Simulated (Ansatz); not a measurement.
**Stack of 1T-SnSSe under alpha-Ga2S3 ferroelectric layer, upper layer turned by 180° in a perpendicular field**

Wanted: the out-of-plane response of the stack of 1T-SnSSe under alpha-Ga2S3 ferroelectric layer, upper layer turned by 180°. A positive field points along +c.

Method: plane-wave DFT, PBE-D3(BJ), Ansatz PAW, in Ansatz 0.2.0.

Most raw output is cut from this account.

## 1. The structure

The cell holds 8 atoms: 1 Se, 1 Sn, 4 S and 2 Ga. Its edges and angles: a = 3.718 Å, b = 3.718 Å, c = 53.552 Å, α = 90.0°, β = 90.0°, γ = 120.0°. Regions: layer 1: 1T-SnSSe, 3 atoms (1 Se, 1 Sn and 1 S); layer 2: alpha-Ga2S3 ferroelectric layer, 5 atoms (3 S and 2 Ga). Vacuum lies along c.

Coordinates:

```cif
data_structure
_symmetry_space_group_name_H-M 'P 1'
_symmetry_Int_Tables_number 1
_cell_length_a 3.7175
_cell_length_b 3.7175
_cell_length_c 53.5522
_cell_angle_alpha 90.000
_cell_angle_beta 90.000
_cell_angle_gamma 120.000
_cell_volume 640.93
loop_
_atom_site_label
_atom_site_type_symbol
_atom_site_fract_x
_atom_site_fract_y
_atom_site_fract_z
_atom_site_occupancy
Se1 Se 0.66667 0.33333 0.39494 1
Sn2 Sn 0.00000 0.00000 0.41648 1
S3 S 0.33333 0.66667 0.43318 1
S4 S 0.33333 0.66667 0.48920 1
Ga5 Ga 0.00000 0.00000 0.51026 1
S6 S 0.00000 0.00000 0.55265 1
Ga7 Ga 0.66667 0.33333 0.58172 1
S8 S 0.33333 0.66667 0.60506 1
```

## 2. Relaxing the slab

The starting cell is a guess, so the in-plane lattice and the atoms are relaxed first, with the slab cut off from its images along the normal.

input.yaml

```yaml
crystal:
  lattice:
    - [3.7175, 0.0, 0.0]
    - [-1.85875, 3.2194494386, 0.0]
    - [0.0, 0.0, 53.5521565075]
  atoms:
    - { symbol: Se, position: [0.6666666667, 0.3333333333, 0.3949420785] }
    - { symbol: Sn, position: [0.0, 0.0, 0.4164807785] }
    - { symbol: S, position: [0.3333333333, 0.6666666667, 0.4331827611] }
    - { symbol: S, position: [0.3333333333, 0.6666666667, 0.4892029141] }
    - { symbol: Ga, position: [0.0, 0.0, 0.5102572412] }
    - { symbol: S, position: [0.0, 0.0, 0.5526458236] }
    - { symbol: Ga, position: [0.6666666667, 0.3333333333, 0.5817161911] }
    - { symbol: S, position: [0.3333333333, 0.6666666667, 0.6050579215] }
  periodic: [true, true, false]
kpoints:
  mp_grid: { grid: [12, 12, 1] }
hamiltonian:
  xc: pbe
  dispersion: d3bj
scf:
  occupations: { method: fermi_dirac, width: 0.05 }
  convergence: { dr2_threshold: 1.0e-09 }
relax:
  f_tol: 0.004
  max_steps: 90
  cell: {}
output:
  write_potential: true
  write_density: true
  volumetric_format: npy
```

Launch:

```
$ ansatz run input.yaml --threads 4 --pin off --max-ram 8192MiB --backend cpu --events-out ev --progress --plain --runs-dir out
```

Elapsed: 7.9 min, on 4 threads of Intel Xeon at 2.50GHz (Skylake/Cascade Lake), shared host; peak memory 1.3 GiB; 30 min of CPU time.

Relaxation path:

```
step  energy less that of the first step (eV)  largest force component (eV/Å)  volume (Å³)
   1                                   0.0000                          5.9468       640.93
   2                                  -1.7700                          3.3155       647.43
   3                                  -2.7899                          1.7824       645.15
   4                                  -3.2724                          0.7480       638.17
   5                                  -3.4615                          0.1907       629.92
   6                                  -3.5537                          0.1291       623.10
   7                                  -3.5835                          0.1023       620.70
   8                                  -3.5845                          0.0516       620.01
   9                                  -3.5847                          0.0330       620.36
  10                                  -3.5848                          0.0148       620.09
  11                                  -3.5848                          0.0029       620.63
 12*                                  -3.5836                          0.0029       620.63
```

Relaxation steps marked * repeat the geometry before them on a plane-wave basis chosen anew for their cell, so energy and pressure can jump there.

Forces are held to the 6 operations that the run works with; a distortion that breaks them can't arise in this run.

```
cell as run  before  after  change
      a (Å)   3.718  3.658  -1.6 %
      b (Å)   3.718  3.658  -1.6 %
```

The atoms that moved most (Å, along periodic axes as changes of fractional coordinates times the final cell, across vacuum about the mean position):

```
atom     dx     dy      dz  length
 Se1  0.000  0.000  -1.200   1.200
 Sn2  0.000  0.000  -0.704   0.704
  S4  0.000  0.000   0.556   0.556
 Ga5  0.000  0.000   0.460   0.460
  S6  0.000  0.000   0.395   0.395
 Ga7  0.000  0.000   0.362   0.362
  S8  0.000  0.000   0.239   0.239
  S3  0.000  0.000  -0.107   0.107
```

The relaxed structure:

```cif
data_structure
_symmetry_space_group_name_H-M 'P 1'
_symmetry_Int_Tables_number 1
_cell_length_a 3.6582
_cell_length_b 3.6582
_cell_length_c 53.5522
_cell_angle_alpha 90.000
_cell_angle_beta 90.000
_cell_angle_gamma 120.000
_cell_volume 620.63
loop_
_atom_site_label
_atom_site_type_symbol
_atom_site_fract_x
_atom_site_fract_y
_atom_site_fract_z
_atom_site_occupancy
Se1 Se 0.66667 0.33333 0.37253 1
Sn2 Sn 0.00000 0.00000 0.40333 1
S3 S 0.33333 0.66667 0.43118 1
S4 S 0.33333 0.66667 0.49958 1
Ga5 Ga 0.00000 0.00000 0.51884 1
S6 S 0.00000 0.00000 0.56003 1
Ga7 Ga 0.66667 0.33333 0.58847 1
S8 S 0.33333 0.66667 0.60952 1
```

Numbers from this step:

| Item | Value |
| --- | --- |
| energy at zero smearing | -22673.6224 eV |

The lattice constant a goes from 3.718 to 3.658 Å.

## 3. Single point, field 0, start network

A sawtooth potential applies the field, turning back in the middle of the vacuum. With the dipole correction the typed value is the field outside the slab. The induced dipole is small, so the SCF threshold is tight.

The cell differs from the one that the last finished run ended in (c 53.552 → 30.692 Å).

input.yaml

```yaml
crystal:
  lattice:
    - [3.658162585, 0.0, 0.0]
    - [-1.8290812925, 3.1680617298, 0.0]
    - [0.0, 0.0, 30.6916992784]
  atoms:
    - { symbol: Se, position: [0.6666666667, 0.3333333333, 0.2932388956] }
    - { symbol: Sn, position: [0.0, 0.0, 0.3469823142] }
    - { symbol: S, position: [0.3333333333, 0.6666666667, 0.3955798144] }
    - { symbol: S, position: [0.3333333333, 0.6666666667, 0.514932918] }
    - { symbol: Ga, position: [0.0, 0.0, 0.5485304982] }
    - { symbol: S, position: [0.0, 0.0, 0.6204014896] }
    - { symbol: Ga, position: [0.6666666667, 0.3333333333, 0.6700186793] }
    - { symbol: S, position: [0.3333333333, 0.6666666667, 0.7067611044] }
kpoints:
  mp_grid: { grid: [18, 18, 1] }
  band_path:
    path: [[0, 0, 0], [0.5, 0, 0], [0.33333333, 0.33333333, 0], [0, 0, 0]]
    npoints: 16
hamiltonian:
  xc: pbe
  dispersion: d3bj
scf:
  occupations: { method: fermi_dirac, width: 0.02585 }
  convergence: { dr2_threshold: 1.0e-10 }
efield:
  axis: 3
  dipole_correction: true
  ramp_position: 0.97
  ramp_width: 0.06
  amplitude: 0
output:
  dos: { projected: true, e_range: [-6, 5] }
  write_potential: true
  write_density: true
  volumetric_format: npy
  elf: true
```

The job ended after 1.9 min (4 threads; peak memory 1.2 GiB).

This step gave:

| Item | Value |
| --- | --- |
| dipole along the normal | -0.1091 e·Å |
| gap along the path | 0.2563 eV |
| smallest direct gap along the path | 0.4802 eV |
| step between the vacuum levels | 1.704 eV |
| ionisation energy, upper face | 6.891 eV |
| electron affinity, upper face | 6.634 eV |
| ionisation energy, lower face | 5.187 eV |
| gap, the smaller of path and mesh | 0.2556 eV |

Running mean over a fixed 2.7 Å (it still follows the layers) of the planar mean; the ramp of the sawtooth is left out. Electron's electrostatic potential energy less the Fermi level against z:

```
z (Å)  electron's electrostatic potential energy less the Fermi level (eV)
  3.5                                                                 5.04
  4.0                                                                 5.04
  4.5                                                                 5.04
  5.0                                                                 5.04
  5.5                                                                 5.03
  6.0                                                                 5.00
  6.5                                                                 4.86
  7.0                                                                 4.24
  7.5                                                                 2.90
  8.0                                                                 1.32
  8.5                                                               -0.436
  9.0                                                                -2.13
  9.5                                                                -3.18
 10.0                                                                -3.80
 10.5                                                                -4.32
 11.0                                                                -4.60
 11.5                                                                -4.13
 12.0                                                                -2.97
 12.5                                                                -1.48
 13.0                                                                0.459
 13.5                                                                 2.34
 14.0                                                                 3.17
 14.5                                                                 1.95
 15.0                                                               -0.388
 15.5                                                                -2.55
 16.0                                                                -4.18
 16.5                                                                -4.67
 17.0                                                                -3.63
 17.5                                                                -2.58
 18.0                                                                -1.85
 18.5                                                                -1.41
 19.0                                                                -1.58
 19.5                                                                -2.72
 20.0                                                                -3.83
 20.5                                                                -4.17
 21.0                                                                -3.87
 21.5                                                                -2.67
 22.0                                                               -0.826
 22.5                                                                 1.34
 23.0                                                                 3.69
 23.5                                                                 5.61
 24.0                                                                 6.50
 24.5                                                                 6.69
 25.0                                                                 6.74
 25.5                                                                 6.74
 26.0                                                                 6.75
 26.5                                                                 6.75
 27.0                                                                 6.75
 27.5                                                                 6.75
```

The density of states has structure finer than the step of the table below, so its rows give means over 0.2 eV, whole bins alone (the curve runs from -6 to 2.11 eV). Peaks (eV: height): -4.13: 9.63, -3.68: 8.69, -3.46: 12.1, -2.31: 8.31, -1.75: 10.1, -0.87: 18.6, -0.49: 9.09.

Density of states against energy, zero at the Fermi level of the run, which the smearing sets inside the gap; means over each step:

```
energy (eV)  density of states (states/eV a cell)
       -5.8                                  1.06
       -5.6                                  1.53
       -5.4                                  2.04
       -5.2                                  2.25
       -5.0                                  2.32
       -4.8                                  1.71
       -4.6                                  2.25
       -4.4                                  2.27
       -4.2                                  5.67
       -4.0                                  6.17
       -3.8                                  4.77
       -3.6                                  5.78
       -3.4                                  7.89
       -3.2                                  5.50
       -3.0                                  3.65
       -2.8                                  4.71
       -2.6                                  4.75
       -2.4                                  5.73
       -2.2                                  6.90
       -2.0                                  6.28
       -1.8                                  6.93
       -1.6                                  5.59
       -1.4                                  4.94
       -1.2                                  4.42
       -1.0                                  4.58
       -0.8                                  5.88
       -0.6                                  3.29
       -0.4                                  5.81
       -0.2                                  2.04
        0.0                               0.00168
        0.2                                 0.481
        0.4                                 0.678
        0.6                                 0.794
        0.8                                 0.955
        1.0                                  1.60
        1.2                                  1.81
        1.4                                  1.26
        1.6                                  1.31
        1.8                                  1.81
        2.0                                  1.21
```

Projected DOS per atom over height of the atomic layer and energy from the Fermi level. Layers: Se Sn S S Ga S Ga S from below.

Values in states/eV, 22 rows by 8 columns, each cell a mean:
```
0.11 0.16 0.13 0.20 0.32 0.06 0.25 0.16
0.36 0.52 0.38 0.02 0.03 0.00 0.00 0.01
0.55 0.66 0.54 0.00 0.01 0.00 0.00 0.00
0.30 0.37 0.29 0.00 0.00 0.00 0.00 0.00
0.20 0.26 0.20 0.00 0.00 0.00 0.00 0.00
0.05 0.07 0.05 0.00 0.00 0.00 0.00 0.00
0.00 0.00 0.00 0.12 0.05 1.96 0.08 1.73
0.46 0.03 0.08 0.14 0.08 1.26 0.11 1.95
0.96 0.06 0.35 0.30 0.10 0.98 0.19 1.96
1.55 0.07 1.00 0.33 0.06 0.82 0.21 0.86
1.91 0.13 1.90 0.46 0.08 0.80 0.28 0.80
1.55 0.17 1.52 1.11 0.15 1.01 0.45 0.89
0.57 0.20 0.78 1.46 0.21 0.73 0.42 0.74
0.47 0.27 0.72 1.39 0.29 0.35 0.24 0.43
0.75 0.51 1.12 1.44 0.46 0.65 0.33 0.50
0.88 0.57 1.19 1.38 0.48 0.76 0.38 0.54
0.51 0.44 0.72 1.25 0.63 1.26 0.54 0.52
0.38 0.38 0.58 0.60 0.32 0.39 0.24 0.24
0.34 0.32 0.42 0.37 0.18 0.07 0.10 0.10
0.53 0.56 0.62 0.12 0.06 0.09 0.15 0.13
0.40 0.43 0.40 0.09 0.05 0.13 0.23 0.19
0.01 0.01 0.01 0.08 0.06 0.22 0.45 0.33
```
Columns: height of the atomic layer (Å) from 9 to 21.7 (not evenly spaced); rows upwards: energy from the Fermi level (eV) from -5.96 to 2.05.

Electronic bands along the path, in eV, zero at the Fermi level of the run, which the smearing sets inside the gap:

```
  point  band 37  band 38  band 39  band 40  band 41  band 42  band 43  band 44
      Γ    -0.47    -0.47    -0.37    -0.37     1.15     1.58     2.74     2.78
halfway    -1.57    -0.95    -0.86    -0.19     1.29     2.35     2.96     3.55
      M    -1.77    -1.25    -0.84    -0.37     0.11     1.74     2.08     3.27
halfway    -1.92    -1.75    -1.36    -0.47     0.87     2.41     2.87     3.96
      K    -1.93    -1.92    -1.88    -0.40     1.09     2.52     3.25     4.35
halfway    -1.48    -1.16    -0.94    -0.60     1.63     2.81     3.39     4.14
      Γ    -0.47    -0.47    -0.37    -0.37     1.15     1.58     2.74     2.78
```

Valence density in the ca plane at fractional y = 0.000, with atoms of Sn and Ga and S within 0.2 Å of it. It is the smooth field of the valence electrons, not physical close to the nuclei.

Ten steps, logarithmic in the rise over the least value, from '0' (0 e/Å³) to '9' (34 e/Å³), each cell a mean:
```
00000000000000000000013576410000000000025873
00000000000000000000011344210000000000012331
00000000000000000000111111111000000000111110
00000000000000000001111000111100000000111100
00000000000000000011111000111110000001111000
00000000000000000011111000111100000001111000
00000000000000000001111111111100000000111100
00000000000000000000011232110000000000011221
00000000000000000000012465310000000000014652
00000000000000000000013687410000000000026994
```
Columns run along c (16.0 Å, from fractional 0.06 to 0.58 of the cell), rows up along a (3.7 Å). Atoms in or near the plane, at fractional coordinates: Sn at (0.35, 0.00), Ga at (0.55, 0.00).

Electrostatic potential energy in the ca plane at fractional y = 0.000, with atoms of Sn and Ga and S within 0.2 Å of it. With pseudopotentials it is smooth inside the atoms' cores, unlike the true potential.

Ten even steps from '0' (-23 eV) to '9' (7 eV), each cell a mean:
```
99872599526899999998730000430000588999999999
99875133247899999998862003663003788899999999
98877533578889999998876557887667888888999999
87777777777789999998777788899988777778899999
87667888877789999998777888999998766677899999
87677888877789999998777888999998766777899999
88777655677889999998877677888888877888999999
98876322367899999998864225775336888889999999
99873288337899999998740001550001688999999999
99862699726899999998730000430000589999999999
```
Columns run along c (16.0 Å, from fractional 0.27 to 0.79 of the cell; values clipped at the 3rd and 97th percentile), rows up along a (3.7 Å). Atoms in or near the plane, at fractional coordinates: Sn at (0.35, 0.00), Ga at (0.55, 0.00), S at (0.62, 0.00).

ELF in the ca plane at fractional y = 0.000, with atoms of Sn and Ga and S within 0.2 Å of it. It is the smooth field of the valence electrons, not physical close to the nuclei.

Ten even steps from '0' (0.00) to '9' (0.86), each cell a mean:
```
00000000000000012220002210000000012200137952
00000000000001223332122322100000123221236899
00000000000134566532224555420002455532224789
00000000001357887642235788741014677763211345
00000000002468888742136888851015788764100001
00000000001468888742236788751015788764100122
00000000000246777642235676530003567653223578
00000000000012344432223443210001234322236899
00000000000000112221012211000000012210137976
00000000000000002210002210000000012101037930
```
Columns run along c (16.0 Å, from fractional 0.11 to 0.63 of the cell), rows up along a (3.7 Å). Atoms in or near the plane, at fractional coordinates: Sn at (0.35, 0.00), Ga at (0.55, 0.00), S at (0.62, 0.00).

The gap is 0.26 eV, with the valence edge 6.89 eV and the conduction edge 6.63 eV under the upper vacuum level.

## 4. Atoms held, field 0.1 V/Å

input.yaml, as its differences from that of step 3:

```diff
@@ -28,7 +28,6 @@
   dipole_correction: true
-  ramp_position: 0.97
-  ramp_width: 0.06
-  amplitude: 0
+  ramp_position: 0.9593
+  ramp_width: 0.0766
+  amplitude: 0.1
 output:
-  dos: { projected: true, e_range: [-6, 5] }
   write_potential: true
@@ -36,2 +35 @@
   volumetric_format: npy
-  elf: true
```

Elapsed: 2.9 min, on 4 threads; peak memory 1.1 GiB; 6.5 min of CPU time.

The dipole is -0.0229 e·Å, 0.0862 e·Å from its value without field, and the gap 0.133 eV.

(Part 1 of 2 ends here.)

[Logs are printed without paths, hosts, clocks, repeated set-up lines and the standing remarks that a program may print on its own settings, such as how far it seeks lower states.]

[Hosts, paths, dates, database ids (printed as entryN), source tags and the programs' standing remarks are cut or masked in the printed files.]

[Maps of the electrostatic potential energy from Ansatz leave out the sawtooth potential of an applied field or a dipole correction, so their vacuum need not be flat; planar profiles and work functions include it.]

[The density of states shown here was stored with 400 of the rows of the run's finer table, so its peaks can read low, often by over a quarter, or be missed, and its means over a window can be off by a tenth or more.]
